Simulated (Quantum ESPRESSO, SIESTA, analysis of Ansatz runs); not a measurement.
# Si_Ga in GaN (P6_3mc): how far do the levels depend on the k-points? (SIESTA)

We place the charge-transition levels of Si_Ga in GaN (P6_3mc) with atom-centred orbitals, then repeat the energies at other levels of method to see what holds. Model: a cell of 72 host atoms with 1 Ga taken out and 1 Si put in.

Method: SIESTA numerical-orbital DFT, PBEsol, DZP basis, PseudoDojo 0.4.1 potentials converted to PSML; charged supercells in a uniform background, point-charge correction with alignment at far sites, in SIESTA 5.4.2.

**Measured values to reproduce.**

For GaN, wurtzite (bulk w-GaN, literature, 300 K), “Vacancy defect in bulk and at (10overline10) surface of GaN: A combined first-principles theoretical and experimental analysis” (2017, arxiv:1710.05670) quotes earlier work: band gap (direct gap at Gamma) 3.4 eV [Rounded room-temperature literature value quoted in passing in the theory part].

### Step 1. The starting structure

The cell holds 72 atoms: 35 Ga, 36 N and 1 Si. Its edges and angles: a = 9.608 Å, b = 9.608 Å, c = 10.426 Å, α = 90.0°, β = 90.0°, γ = 120.0°. It derives from GaN (space group P6_3mc). Nearest the centre at fractional (0.444, 0.556, 0.499): Si34 at 0.00 Å, N35 at 1.96 Å, N43 at 1.96 Å, N11 at 1.96 Å, N40 at 1.97 Å, Ga33 at 3.20 Å, Ga37 at 3.20 Å, Ga41 at 3.20 Å.

As a file:

```xyz
72
Lattice="9.6085 -0.0017 0.0000 -4.8057 8.3203 0.0000 0.0000 0.0000 10.4264" Properties=species:S:1:pos:R:3 pbc="T T T"
Ga    1.6011    0.9242    2.6012
Ga   -0.0002    1.8487    5.2078
N     1.6011    0.9242    4.5663
N    -0.0002    1.8487    1.9597
Ga    1.6011    0.9242    7.8144
Ga   -0.0002    1.8487   10.4210
N     1.6011    0.9242    9.7795
N    -0.0002    1.8487    7.1729
Ga   -0.0008    3.6976    2.6012
Ga   -1.6021    4.6221    5.2078
N    -0.0008    3.6976    4.5663
N    -1.6021    4.6221    1.9597
Ga   -0.0008    3.6976    7.8144
Ga   -1.6021    4.6221   10.4210
N    -0.0008    3.6976    9.7795
N    -1.6021    4.6221    7.1729
Ga   -1.6027    6.4711    2.6012
Ga   -3.2040    7.3955    5.2078
N    -1.6027    6.4711    4.5663
N    -3.2040    7.3955    1.9597
Ga   -1.6027    6.4711    7.8144
Ga   -3.2040    7.3955   10.4210
N    -1.6027    6.4711    9.7795
N    -3.2040    7.3955    7.1729
Ga    4.8039    0.9236    2.6012
Ga    3.2027    1.8481    5.2078
N     4.8039    0.9236    4.5663
N     3.2027    1.8481    1.9597
Ga    4.8039    0.9236    7.8144
Ga    3.2027    1.8481   10.4210
N     4.8039    0.9236    9.7795
N     3.2027    1.8481    7.1729
Ga    3.2020    3.6971    2.6012
Si    1.6008    4.6215    5.2078
N     3.2020    3.6971    4.5663
N     1.6008    4.6215    1.9597
Ga    3.2020    3.6971    7.8144
Ga    1.6008    4.6215   10.4210
N     3.2020    3.6971    9.7795
N     1.6008    4.6215    7.1729
Ga    1.6001    6.4705    2.6012
Ga   -0.0012    7.3950    5.2078
N     1.6001    6.4705    4.5663
N    -0.0012    7.3950    1.9597
Ga    1.6001    6.4705    7.8144
Ga   -0.0012    7.3950   10.4210
N     1.6001    6.4705    9.7795
N    -0.0012    7.3950    7.1729
Ga    8.0067    0.9231    2.6012
Ga    6.4055    1.8475    5.2078
N     8.0067    0.9230    4.5663
N     6.4055    1.8475    1.9597
Ga    8.0067    0.9231    7.8144
Ga    6.4055    1.8475   10.4210
N     8.0067    0.9230    9.7795
N     6.4055    1.8475    7.1729
Ga    6.4048    3.6965    2.6012
Ga    4.8036    4.6210    5.2078
N     6.4048    3.6965    4.5663
N     4.8036    4.6210    1.9597
Ga    6.4048    3.6965    7.8144
Ga    4.8036    4.6210   10.4210
N     6.4048    3.6965    9.7795
N     4.8036    4.6210    7.1729
Ga    4.8029    6.4699    2.6012
Ga    3.2017    7.3944    5.2078
N     4.8029    6.4699    4.5663
N     3.2017    7.3944    1.9597
Ga    4.8029    6.4699    7.8144
Ga    3.2017    7.3944   10.4210
N     4.8029    6.4699    9.7795
N     3.2017    7.3944    7.1729
```

Screening for the image-charge correction: ε∞ = (5.90, 5.90, 6.09), ε0 = (10.22, 10.22, 11.31), from a response run on this crystal (DFPT, PBEsol, Quantum ESPRESSO) at that run's own cell.

The cell's shortest repeat is 9.6 Å.

The primitive cell was relaxed at this level beforehand, to 46.30 Å³.

The defect-free supercell was relaxed beforehand, from displaced atoms: they ended at most 0.01 Å from the sites they started about, so the symmetric structure holds.

### Step 2. Band edges

Levels are counted from the valence top, which comes from the unit cell, dense mesh; the energy of the host comes from the defect-free supercell at the defects' own k-points, so that the host's part of the sampling error cancels.

Contents of host.fdf:

```
SystemName                      GaN
SystemLabel                     host
NumberOfSpecies                 2
NumberOfAtoms                   4
%block ChemicalSpeciesLabel
  1   31 Ga
  2    7 N
%endblock ChemicalSpeciesLabel
LatticeConstant                 1.0 Ang
%block LatticeVectors
     3.202819000    -0.000573000     0.000000000
    -1.601906000     2.773436000     0.000000000
     0.000000000     0.000000000     5.213207000
%endblock LatticeVectors
AtomicCoordinatesFormat         Fractional
%block AtomicCoordinatesAndAtomicSpecies
     0.666630562     0.333369142     0.498961580  1
     0.333369438     0.666630858     0.998961484  1
     0.666630874     0.333369142     0.875909972  2
     0.333369126     0.666630858     0.375910068  2
%endblock AtomicCoordinatesAndAtomicSpecies
%block kgrid.MonkhorstPack
   12   0   0  0.00
    0  12   0  0.00
    0   0   6  0.00
%endblock kgrid.MonkhorstPack
XC.Functional                   GGA
XC.Authors                      PBEsol
PAO.BasisSize                   DZP
PAO.EnergyShift                 0.005 Ry
Mesh.Cutoff                     300 Ry
OccupationFunction              FD
ElectronicTemperature           0.01 eV
MaxSCFIterations                150
SCF.MustConverge                true
SCF.Mixer.Method                Pulay
SCF.Mixer.Weight                0.2
SCF.Mixer.History               10
SCF.DM.Tolerance                1.0e-4
SCF.H.Tolerance                 1.0e-3 eV
WriteForces                     true
Charge.Mulliken                 end
```

Launch:

```bash
> OMP_NUM_THREADS=1 siesta host.fdf > host.out
```

What it wrote:

```text
Version         : 5.4.2

                           ***********************
                           *  WELCOME TO SIESTA  *
                           ***********************

[...]
reinit: Reading from file host.fdf

reinit: -----------------------------------------------------------------------
reinit: System Name: GaN
reinit: -----------------------------------------------------------------------
reinit: System Label: host
reinit: -----------------------------------------------------------------------

initatom: Reading input for the pseudopotentials and atomic orbitals ----------
Species number:   1 Atomic number:   31 Label: Ga
Species number:   2 Atomic number:    7 Label: N

[... pseudopotential checks and orbital generation ...]

prinput: Basis input

PAO.BasisType split

%block ChemicalSpeciesLabel
    1   31 Ga                      # Species index, atomic number, species label
    2    7 N                       # Species index, atomic number, species label
%endblock ChemicalSpeciesLabel

%block PAO.Basis                 # Define Basis set
# WARNING: This information might be incomplete!
[...]
(Free)E + p*V (eV/cell)    -4718.4940
Target enthalpy (eV/cell)    -4718.4957
[...]
siesta: Final energy (eV):
siesta:  Band Struct. =    -601.886200
siesta:       Kinetic =    3796.423809
siesta:       Hartree =    1186.711170
siesta:         Exch. =   -1214.545394
siesta:         Corr. =     -78.577134
siesta:   Exch.-corr. =   -1293.122527
siesta:  Ion-electron =   -5855.252930
siesta:       Ion-ion =   -2553.255197
siesta:         Total =   -4718.495676
siesta:         Fermi =      -5.456980
[...]
siesta: Stress tensor (static) (eV/Ang**3):
siesta:    -0.000373    0.000314   -0.000000
siesta:     0.000314   -0.000011    0.000000
siesta:    -0.000000    0.000000    0.000276
[...]
siesta: Cell volume =         46.303160 Ang**3
[...]
siesta: Pressure (static):
siesta:                Solid            Molecule  Units
siesta:           0.00000039          0.00000048  Ry/Bohr**3
siesta:           0.00003586          0.00004448  eV/Ang**3
siesta:           0.05745533          0.07125881  kBar
[...]
mulliken: Qtot =       36.000

Mulliken Atomic Populations:
Atom #   charge [q] valence [e]  Species
     1     0.911995   12.088005  Ga
     2     0.911995   12.088005  Ga
     3    -0.911995    5.911995  N
     4    -0.911995    5.911995  N
 Total     0.000000

Job completed
```

Elapsed: 51 s, on 1 MPI rank of Arm Neoverse V2, shared host; peak memory 0.26 GiB.

The gap at this level is 1.79 eV.

Test of the sampling: at one point at (¼, ¼, ¼) the host's energy lies 25 meV an atom below its value on the primitive cell's dense mesh, a warning that formation energies at this sampling may be off by tenths of an eV.

(Part 1 of 3 ends here.)

[Logs are printed without paths, hosts, clocks, repeated set-up lines and the standing remarks that a program may print on its own settings, such as how far it seeks lower states.]

[Hosts, paths, dates, database ids (printed as entryN), source tags and the programs' standing remarks are cut or masked in the printed files.]

[For some hosts the program warned that the k-mesh of the response run may be too coarse for force constants and the static dielectric constant; such warnings are not shown here.]

[Charge tables in the logs are Mulliken or Hirshfeld populations, whose sizes and signs can differ; where basis functions stand at a vacancy, SIESTA counts their charge against the missing atom's valence.]

[In relaxation paths of CP2K, step 0 can be the structure after the first move, since the trajectory file begins there, and the last row can be the final structure solved once more.]
